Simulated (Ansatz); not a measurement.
## Computed properties of K

```yaml
crystal:
  lattice:
    - [-2.69756, 2.69756, 2.69756]
    - [2.69756, -2.69756, 2.69756]
    - [2.69756, 2.69756, -2.69756]
  atoms:
    - { symbol: K, position: [0.00000, 0.00000, 0.00000] }
```

The cell is the one relaxed in the Materials Project (mp-58), not relaxed further here; entries there can be hypothetical.

All numbers below come from DFT, PBEsol, all-electron LAPW, scalar-relativistic (Ansatz 0.2.0).

The runs use a Γ-centred 10×10×10 k mesh, Fermi–Dirac smearing of 0.05 eV, basis error target 0.5 meV/atom, no spin polarisation.

```yaml
Density_of_states_at_the_Fermi_level_0.2_eV_bin: 0.80 states/eV per cell
Volume_per_atom: 78.52 Å³
```

Task: Band gap: what does the calculation give?

Result: none: with an odd electron count and no spin polarisation the bands can't all be full, a metal in this set-up (spin order or a larger cell could open a gap).

Task: Pressure at this cell: what does the calculation give?

Result: -0.31 GPa.
